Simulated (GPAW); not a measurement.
Set up this calculation in GPAW 26.7.0, as an ASE script.

| Property | Result |
| --- | --- |
| Task | single point |
| Functional | PBEsol |
| Potentials or basis | PAW data sets generated in the run's folder for this functional |
| Cutoff | 600 eV |
| Basis | pw |
| k mesh | 10 × 10 × 3 |
| Occupations | fermi-dirac, width 0.05 eV |
| Spin | no spin polarisation |
| Maxiter | 150 |

MoS2:

```xyz
6
Lattice="3.1690 0.0000 0.0000 -1.5845 2.7444 0.0000 0.0000 0.0000 12.3240" Properties=species:S:1:pos:R:3 pbc="T T T"
Mo    1.5845    0.9148    9.2430
Mo    0.0000    1.8296    3.0810
S     1.5845    0.9148    4.6461
S     0.0000    1.8296   10.8081
S     1.5845    0.9148    1.5159
S     0.0000    1.8296    7.6779
```

The input as run:

run.py

```python
from ase import Atoms
from ase.dft.bandgap import bandgap
from ase.io import write
from ase.units import GPa
from gpaw import GPAW, PW, setup_paths

setup_paths.insert(0, '.')

atoms = Atoms(['Mo', 'Mo', 'S', 'S', 'S', 'S'],
              cell=[[3.169, 0.0, 0.0],
                    [-1.5845, 2.7444345046, 0.0],
                    [0.0, 0.0, 12.324]],
              scaled_positions=[[0.6666666667, 0.3333333333, 0.75],
                                [0.3333333333, 0.6666666667, 0.25],
                                [0.6666666667, 0.3333333333, 0.377],
                                [0.3333333333, 0.6666666667, 0.877],
                                [0.6666666667, 0.3333333333, 0.123],
                                [0.3333333333, 0.6666666667, 0.623]],
              pbc=True)

calc = GPAW(mode=PW(600),
            xc='PBEsol',
            kpts={'size': (10, 10, 3), 'gamma': True},
            occupations={'name': 'fermi-dirac', 'width': 0.05},
            nbands=46,
            convergence={'density': 1e-05, 'energy': 1e-05},
            maxiter=150,
            txt='gpaw.txt')
atoms.calc = calc
energy = atoms.get_potential_energy()
forces = atoms.get_forces()
stress = atoms.get_stress()
calc.write('gs.gpw')
write('result.traj', atoms)
print(f'Energy: {energy:.6f} eV')
print('Forces (eV/A):')
print(forces.round(4))
print('Stress (GPa):', (stress / GPa).round(3))
print('Fermi level:', round(calc.get_fermi_level(), 4), 'eV')
print(f'Gap: {bandgap(calc)[0]:.4f} eV, direct: {bandgap(calc, direct=True)[0]:.4f} eV')
```

Potentials or basis: PAW data sets generated in the run's folder for this functional, pw.

Run with:

```bash
$ gpaw-setup -f PBEsol Mo S
$ OMP_NUM_THREADS=1 python run.py
```

It gave:

```
Pressure               : -3.1 GPa
Largest force          : 0.313 eV/Å
Band gap on the k mesh : 0.88 eV, indirect (least direct gap 1.85 eV)
```

Caveat: an odd mesh through Γ misses points on the zone boundary, where band edges often lie; this functional lacks dispersion, which binds the layers, so the pressure and a relaxed spacing across them are unreliable.

Wall time 2 min on 1 thread of Arm Neoverse V2, with other jobs on the host, peak memory 0.29 GiB.
